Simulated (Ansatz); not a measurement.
Crystal: ZrO2.

```xyz
3
Lattice="0.0000 2.5451 2.5451 2.5451 0.0000 2.5451 2.5451 2.5451 0.0000" Properties=species:S:1:pos:R:3 pbc="T T T"
Zr    0.0000    0.0000    0.0000
O     3.8176    3.8176    3.8176
O     1.2725    1.2725    1.2725
```

Measurements of this composition are mostly on another form, of space group No. 14.

Program: Ansatz 0.2.0. Alike in all runs: potentials or basis Ansatz PAW; cell as given.

Task: Order these runs on this cell by their band gap on the k mesh, lowest first.
A. level HSE03; spin off; k mesh 5 × 5 × 5; cutoff (eV) 420; smearing fermi-dirac 0.05 eV; points for each segment of the path 4; mesh quality coarse
B. level PBE; spin off; k mesh 9 × 9 × 9; cutoff (eV) 420; smearing gaussian 0.016 eV; mesh quality not flagged
C. level r2SCAN; spin SOC, no magnetisation; k mesh 7 × 7 × 7; cutoff (eV) 500; smearing fermi-dirac 0.05 eV; points for each segment of the path 14; mesh quality not flagged

Result: B (3.41 eV), C (3.98 eV), A (4.93 eV).

Caveats: some runs use coarse meshes; the k mesh misses the band edges, so the gap on the mesh is wider than the one along the path (some runs); odd divisions of the mesh miss points on the zone boundary, where band edges often lie, so the gap on the mesh can be too wide (some runs).
